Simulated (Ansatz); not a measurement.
Independent-particle absorption of FeS₂ (Pnnm, a = 4.439 Å, b = 5.410 Å, c = 3.389 Å, α = 90.00°, β = 90.00°, γ = 90.00°), no local fields or excitons, 0.1 eV broadening. All numbers below come from DFT PBE, scalar-relativistic, plane waves, PAW in Ansatz.

Plane waves to 420 eV, a k mesh through Γ of 6×6×8 on the computed 6-atom cell and Gaussian smearing (0.02 eV); no spin polarisation. The spectrum is summed on a 9×9×12 mesh.

```
Fe S
1.0
     4.43892    0.00000    0.00000
     0.00000    5.40978    0.00000
     0.00000    0.00000    3.38934
Fe S
2 4
Direct
  0.00000 0.00000 0.00000
  0.50000 0.50000 0.50000
  0.20627 0.37518 0.00000
  0.29373 0.87518 0.50000
  0.79373 0.62482 0.00000
  0.70627 0.12482 0.50000
```

photon energy (eV), ε2,zz and a bar:
```
      0.0       0.00
      0.4       0.00
      0.8       0.00
      1.2       5.69 #######
      1.6       8.60 ###########
      2.0      18.92 ########################
      2.4      23.47 ##############################
      2.8      20.14 ##########################
      3.2      18.20 #######################
      3.6      13.89 ##################
      4.0      19.26 #########################
      4.4       8.86 ###########
      4.8       6.96 #########
      5.2       6.76 #########
      5.6       7.52 ##########
      6.0       6.41 ########
      6.4       5.22 #######
      6.8       4.65 ######
      7.0       4.40 ######
      7.4       4.87 ######
      7.8       6.08 ########
      8.2       4.84 ######
      8.6       3.75 #####
      9.0       3.84 #####
      9.4       5.16 #######
      9.8       7.90 ##########
     10.2       7.26 #########
     10.6       6.55 ########
     11.0       5.30 #######
     11.4       4.60 ######
     11.8       4.92 ######
     12.2       4.64 ######
     12.6       3.91 #####
     13.0       3.64 #####
     13.4       3.43 ####
     13.8       3.09 ####
```

The strongest peak lies near 2.2 eV. ε∞ (xx, yy, zz) = 22.3, 20.7, 19.0.

This form isn't the usual stable structure of the compound.

Cost: 1 run of about 4.5 core-minutes, on Arm Neoverse V2 (shared hosts).